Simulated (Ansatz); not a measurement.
Sn in Ansatz: the effect of functional

Sn:

```
Sn
1.0
    -1.93181    1.93181    1.93181
     1.93181   -1.93181    1.93181
     1.93181    1.93181   -1.93181
Sn
1
Direct
  0.00000 0.00000 0.00000
```

This isn't the form of Sn at room conditions, which is tetragonal (white tin).

The cell isn't the ideal one: volume scaled by 1.06.

Alike in all runs:

| Item | Value |
| --- | --- |
| Program | Ansatz 0.2.0 |
| Task | single point |
| Potentials or basis | Ansatz PAW |
| k mesh | 10 × 10 × 10 |
| Occupations | fermi-dirac, width 0.05 eV |
| Spin | no spin polarisation |

Task: One run gave: pressure -4.3 GPa. Which functional did it use?
A. r2SCAN
B. LDA
C. PBEsol

Result: C.

```tsv
functional	cutoff	pressure (GPa)
LDA	420 eV (not typed: the program's choice for these potentials)	-5.4
PBEsol	420 eV (not typed: the program's choice for these potentials)	-4.3
r2SCAN	500 eV (not typed: the program's choice for these potentials)	-3.1
```

Caveats: the PAW data sets come from PBE, with cores solved anew for the run's functional, which leaves a small shift of forces and pressure.
